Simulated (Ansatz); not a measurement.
A relaxed cell of In is given with its symmetry left out. The cell was found from a structure generator's guess, not taken from experiment.

All numbers below come from DFT PBE, scalar-relativistic, plane waves, PAW in Ansatz. Cutoff 420 eV, Γ-centred mesh, Gaussian smearing, no spin polarisation.

```
CELL_PARAMETERS angstrom
-1.93632 1.93632 1.84984
1.93632 -1.93632 1.84984
1.93632 1.93632 -1.84984
ATOMIC_POSITIONS crystal
In 0.00000 0.00000 0.00000
```

Energies count from the standard state of In at the same level.

Question: What space group does it have?

Answer: I4/mmm (No. 139). Conventional cell: a = 3.873 Å, c = 3.700 Å. In has 8 In at 3.30 Å and 6 In at 3.70–3.87 Å.

Question: How far does it lie from the standard state of In?

Answer: +0.01 eV/atom. So it is a metastable form at best.

Question: Is it a metal?

Answer: Yes, bands cross the Fermi level on the 14×14×16 mesh.

The last run used a 14×14×16 mesh (in the run's order of axes) for its 2-atom cell and Gaussian smearing of 0.10 eV. The k mesh leaves some 4 meV/atom of noise in the energy of each metallic cell. A structure relaxed within its symmetry needn't be a true minimum.
